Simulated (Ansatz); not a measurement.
## ZrO2 (fluorite structure)

Computed with Ansatz (plane waves, PAW, 420 eV cutoff): PBEsol, scalar-relativistic, no spin polarisation, Γ-centred 10×10×10 mesh, 0.05 eV Gaussian smearing; PAW files: Ansatz's generated set soft_2.

```
CELL_PARAMETERS angstrom
0.00000 2.53202 2.53202
2.53202 0.00000 2.53202
2.53202 2.53202 0.00000
ATOMIC_POSITIONS crystal
Zr 0.00000 0.00000 0.00000
O 0.25000 0.25000 0.25000
O 0.75000 0.75000 0.75000
```

The start was a prototype's sites filled with these elements; the Crystallography Open Database holds the compound in this structure.

Cell and atoms are those of this level's equilibrium.

Elastic constants come from the stress of slightly strained cells with relaxed atoms, in GPa, Voigt order xx, yy, zz, yz, xz, xy in the Cartesian frame of the vectors above.

Task: Give the elastic tensor.

Result: 
```
550 107 107   0   0   0
107 550 107   0   0   0
107 107 550   0   0   0
  0   0   0  67   0   0
  0   0   0   0  67   0
  0   0   0   0   0  67
```

Task: Is the crystal mechanically stable, and what are its polycrystalline moduli?

Result: Stable against homogeneous strain: the smallest eigenvalue of the tensor is 67 GPa. Hill averages: K = 255 GPa, G = 111 GPa, E = 291 GPa, ν = 0.31.

For a cubic crystal three numbers say it all: C11 = 550.5, C12 = 107.3, C44 = 67.4 GPa. K = (C11 + 2C12)/3 = 255.0 GPa. The two shear moduli are C44 and C′ = (C11 − C12)/2 = 221.6 GPa, so Zener's ratio C44/C′ is 0.30: the crystal is stiffest along ⟨100⟩ and softest along ⟨111⟩. The Cauchy pressure C12 − C44 is 40 GPa; pair forces would make it zero if every atom sat on a centre of inversion, which isn't so here, so internal relaxation also enters.

The equation of state, an independent route, gives B0 = 255 GPa, against 255 GPa here.

